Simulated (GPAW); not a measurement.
Runs of GPAW 26.7.0 on KI. It takes space group Fm-3m (No. 225, cubic). Conventional cell: a = 7.066 Å, b = 7.066 Å, c = 7.066 Å, α = 90.00°, β = 90.00°, γ = 90.00°. I (site symmetry m-3m) has 6 K at 3.53 Å as nearest neighbours. Around K (site symmetry m-3m) lie 6 I at 3.53 Å. 

```tsv
level	potentials or basis	eigensolver	gap on the mesh (eV)	pressure (GPa)	relaxed volume (Å³/atom)
RPBE	the program's PAW data sets (release 1.2.1) made for this functional, pw	-	3.96	0.0	50.96
BLYP	PAW data sets generated in the run's folder for this functional, pw	davidson	3.75	0.0	(a)
LDA	the program's PAW data sets (release 1.2.1) made for this functional, pw	-	3.87	0.0	39.70
PBEsol	PAW data sets generated in the run's folder for this functional, pw	-	3.89	0.0	(c)
revPBE	the program's PAW data sets (release 1.2.1) made for this functional, pw	-	3.96	0.0	(b)
```

Alike in all rows: task relaxation of cell and atoms; no spin polarisation; cell relaxed; k mesh 7 × 7 × 7; cutoff (eV) 600; smearing fermi-dirac 0.05 eV.

Problem. Estimate the missing entries.

Solution. (a) 49.07; (b) 50.28; (c) 42.92.

Caveats: later steps reuse the first step's grids; spin-orbit coupling is left out, which moves the levels of the heavy elements; an odd mesh through Γ misses points on the zone boundary, where band edges often lie (some runs); the volume moved by over 15 % at a fixed basis, so the end points are rough (some runs).

A k mesh can miss the band edges, and the runs leave out spin-orbit coupling on I.

Runs at the PBE level aren't shown here.
